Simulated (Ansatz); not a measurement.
## Relativity along a family in space group P6_3/mmc

All-electron LAPW with PBE in Ansatz 0.2.0. Each compound is solved scalar-relativistically and non-relativistic at one fixed cell (conventional cell and sites; prototypes and MP cells are computed structures that needn't be known phases). Gaps are the smallest over the k mesh and a high-symmetry path, and those under 0.4 eV may close elsewhere:

Be: a = 2.30 Å, b = 2.30 Å, c = 3.60 Å, α = 90.00°, β = 90.00°, γ = 120.00°; Be 2c (0.333 0.667 0.250); 20×20×11 mesh, smearing 0.05 eV, COD 9012017, measured, may be off
Ca: a = 3.98 Å, b = 3.98 Å, c = 6.52 Å, α = 90.00°, β = 90.00°, γ = 120.00°; Ca 2c (0.333 0.667 0.250); 11×11×6 mesh, smearing 0.08 eV, COD 9008489, measured, may be off
Ti: a = 2.95 Å, b = 2.95 Å, c = 4.69 Å, α = 90.00°, β = 90.00°, γ = 120.00°; Ti 2c (0.333 0.667 0.250); 13×13×7 mesh, smearing 0.08 eV, COD 9008517, reported
Y: a = 3.65 Å, b = 3.65 Å, c = 5.75 Å, α = 90.00°, β = 90.00°, γ = 120.00°; Y 2c (0.333 0.667 0.250); 12×12×7 mesh, smearing 0.08 eV, COD 1539818, reported

```
compound  largest Z  P scalar (GPa)  P non-relativistic less P scalar (GPa)  gap scalar (eV)  gap non-relativistic (eV)
      Be          4            -4.7                                   +0.03             none                       none
      Ca         20            -0.8                                   +0.02             none                       none
      Ti         22            -1.6                                       ?             none                       none
       Y         39            -0.3                                       ?             none                       none
```

Problem. Fill in "P non-relativistic less P scalar (GPa)" for the row "Y".

Solution. -0.05.

Problem. What belongs in the row "Ti", column "P non-relativistic less P scalar (GPa)"?

Solution. +0.41.
